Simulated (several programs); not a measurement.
## CaO (CsCl type) from semi-empirical methods to plane-wave DFT

CaO (CsCl type), relaxed with r2SCAN in Ansatz, was computed with several methods. It is cubic, Pm-3m (No. 221); conventional cell a = 2.903 Å, 12.24 Å³ an atom. Ca has 8 O at 2.51 Å; O has 8 Ca at 2.51 Å. The structure was generated, not taken from experiment, and needn't be the ground state; spin polarisation is off.

```
Ca O
1.0
     2.90321    0.00000    0.00000
     0.00000    2.90321    0.00000
     0.00000    0.00000    2.90321
Ca O
1 1
Direct
  0.00000 0.00000 0.00000
  0.50000 0.50000 0.50000
```

Gaps and times are for a single point on this cell; volume and bulk modulus come from each method's own relaxation or energy curve at fixed shape. Times are rough, from shared hosts (Arm Neoverse V1; NVIDIA H100 80GB HBM3), and each method has its own mesh and cell size. A dagger marks a closed or tiny gap in a crystal that DFT finds insulating: a failure of the method or a wrong SCF state. PM6 (MOPAC), PM7 (MOPAC), GFN1-xTB (tblite), GFN2-xTB (tblite) treat a cluster of cells at its zone centre, which samples few k points: where these miss a band edge, the gap comes out too large for that reason alone. Gaps from k meshes are read at a limited set of points (mesh, symmetry points, PBE's band edges), so each method's own least gap may be somewhat smaller. xTB and the PM methods were fitted mostly to molecules, and can miss a solid's gap by electronvolts. Minimal bases can be far off for gaps. Times of the plane-wave ladder aren't listed, since it ran on unlike processors and cards. GLLB-SC's gap includes the derivative discontinuity. G0W0 is at finite bands, cutoff and mesh. d marks a direct gap, i an indirect one (no mark: not told apart), a dash a value that wasn't computed or didn't pass its checks.

```
                               method              kind  gap (eV)  own volume (Å³/atom)  bulk modulus (GPa)  atoms computed  processor time
 light PBE (260 eV and a coarse mesh)  light plane-wave    2.76 i                     –                   –               2          0.51 s
                                  PBE         semilocal    2.77 i                 12.63                 107               2               –
                          PM6 (MOPAC)    semi-empirical      5.40                     –                   –         cluster           2.2 s
                          PM7 (MOPAC)    semi-empirical      3.38                     –                   –         cluster           2.6 s
                               r2SCAN         semilocal    3.28 i                 12.24                 122               2               –
                    GFN1-xTB (tblite)     tight binding     0.00†                     –                   –         cluster           5.3 s
                       GLLB-SC (GPAW)   model potential      5.97                     –                   –               2           5.5 s
                       PBE/SZV (CP2K)       small basis    1.58 i                     –                   –               2           5.6 s
                    GFN2-xTB (tblite)     tight binding     0.16†                     –                   –         cluster             8 s
                      PBE/DZVP (CP2K)       small basis    2.63 i                 12.82                 113               2            13 s
G0W0@r2SCAN (180 eV screening cutoff)         many-body      5.26                     –                   –               2               –
   G0W0@PBE (260 eV screening cutoff)         many-body      5.15                     –                   –               2               –
               PBE/single zeta (GPAW)       small basis    2.43 i                     –                   –               2            53 s
```

Against r2SCAN (3.28 eV) and with closed or daggered gaps left aside, the nearest gap at the points sampled is that of PM7 (MOPAC) (+0.10 eV) and the farthest that of GLLB-SC (GPAW) (+2.69 eV). r2SCAN is only a yardstick of convenience: semilocal gaps usually lie below measured ones, which GLLB-SC and hybrids aim to mend.

Volumes against r2SCAN's: PBE +3.2 %, PBE/DZVP (CP2K) +4.8 %.
